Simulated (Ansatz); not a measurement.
The system is CuO.

```
Cu O
1.0
     0.00000    2.32725    2.32725
     2.32725    0.00000    2.32725
     2.32725    2.32725    0.00000
Cu O
1 1
Direct
  0.00000 0.00000 0.00000
  0.25000 0.25000 0.25000
```

Measurements of this composition are mostly on another form, of space group No. 15.

- Program: Ansatz 0.2.0
- Task: relaxation of cell and atoms
- Functional: PBEsol
- Potentials or basis: all-electron LAPW, scalar-relativistic
- Basis error allowed: 0.002 eV/atom
- k mesh: 8 × 8 × 8
- Occupations: fermi-dirac, width 0.05 eV
- Spin: no spin polarisation

At the start: volume 12.60 Å³/atom.

How do energy, volume and symmetry change on relaxing?

Over 5 steps the energy falls by 88.8 meV/atom and the volume is 11.01 Å³/atom (-12.6 %); space group F-43m (No. 216, to 0.05 Å).

The path:
| step | energy change (eV) | largest force (eV/Å) | volume (Å³) |
| --- | --- | --- | --- |
| 1 | 0.0000 | 0.0000 | 25.21 |
| 2 | -0.1284 | 0.0000 | 23.60 |
| 3 | -0.1726 | 0.0000 | 21.55 |
| 4 | -0.1777 | 0.0000 | 22.02 |
| 5 | -0.1777 | 0.0000 | 22.02 |

Final structure:
```xyz
2
Lattice="0.0000 2.2248 2.2248 2.2248 0.0000 2.2248 2.2248 2.2248 0.0000" Properties=species:S:1:pos:R:3 pbc="T T T"
Cu    0.0000    0.0000    0.0000
O     1.1124    1.1124    1.1124
```

Caveat: the k mesh is thin for a metal, which can move the energy by tens of meV per atom; the run has no spin polarisation, though such a crystal can be magnetic.
